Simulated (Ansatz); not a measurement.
Computed with DFT PBE, scalar-relativistic, plane waves, PAW (Ansatz). All cells share a 420 eV cutoff and Γ-centred k meshes spaced at most about 0.3 Å⁻¹ (about 0.25 or finer for metals, 2π included). No spin polarisation in the final relaxations.

All energies are static (0 K, no zero-point motion).

Two relaxed structures of ScAl₃:

A.

```xyz
4
Lattice="-2.0117 2.0117 4.4091 2.0117 -2.0117 4.4091 2.0117 2.0117 -4.4091" Properties=species:S:1:pos:R:3 pbc="T T T"
Sc    0.0000    0.0000    0.0000
Al    0.0000    0.0000    4.4091
Al    0.0000    2.0117    2.2046
Al    2.0117    0.0000    2.2046
```

B.

```xyz
4
Lattice="4.6810 2.7026 0.9493 -4.6810 2.7026 0.9493 0.0000 -5.4051 0.9493" Properties=species:S:1:pos:R:3 pbc="T T T"
Sc    0.0000    0.0000    1.4239
Al    0.0000   -2.7026    0.4746
Al   -2.3405    1.3513    0.4746
Al    2.3405    1.3513    0.4746
```

Question: Which form is favoured at zero pressure, and by what margin per atom?

Answer: A is lower, by 201 meV/atom. A has the TiAl3 (D0_22) type, space group I4/mmm (No. 139), 17.8 Å³/atom and no gap on its mesh; B has Sc and Al ordered on bcc sites, space group R-3m (No. 166), 18.0 Å³/atom and no gap. Counting all near atoms (those within 1.25 times the shortest distance at each site; a plus sign parts nearer from farther groups), A has Sc 12, Al 12 and B has Sc 8+6, Al 8+6. In A, Sc has 12 Al at 2.84–2.98 Å; Al on a site of symmetry 4/mmm is surrounded by 4 Sc at 2.84 Å and 8 Al at 2.98 Å; around Al on a site of symmetry -4m2 lie 8 Al at 2.84–2.98 Å and 4 Sc at 2.98 Å. In B, Sc has 2 Sc at 2.85 Å, 6 Al at 2.86 Å and 6 Al at 3.30 Å; around Al lie 6 Al at 2.85–2.86 Å, 2 Sc at 2.86 Å, 2 Sc at 3.30 Å and 4 Al at 3.30 Å. Both come from invented guesses.

Cells relaxed within their symmetry can be saddle points.

The preference for A most likely reflects chemical order rather than packing density, since the volumes per atom are nearly equal. In A every near neighbour of Sc is Al, which favours mixing of Sc 3d with Al 3s and 3p states and some charge transfer towards the more electronegative Al. B gives up half of the short Sc–Al contacts, moving six Al out to 3.30 Å, and strings Sc into chains with Sc–Sc contacts of 2.85 Å. That is well below the spacing in elemental Sc, so these contacts are probably compressed rather than a source of extra bonding. Because A is also slightly denser, modest pressure should not reverse the order.

The margin ranks these two arrangements only and does not make A the ground state. ScAl₃ is known to crystallise in the cubic L1₂ structure, which also surrounds Sc entirely with Al but stacks the layers differently. With fewer valence electrons than TiAl₃, the Sc compound favours that cubic stacking, and the split Sc–Al distances in A suggest a tetragonal strain that the cubic form avoids.
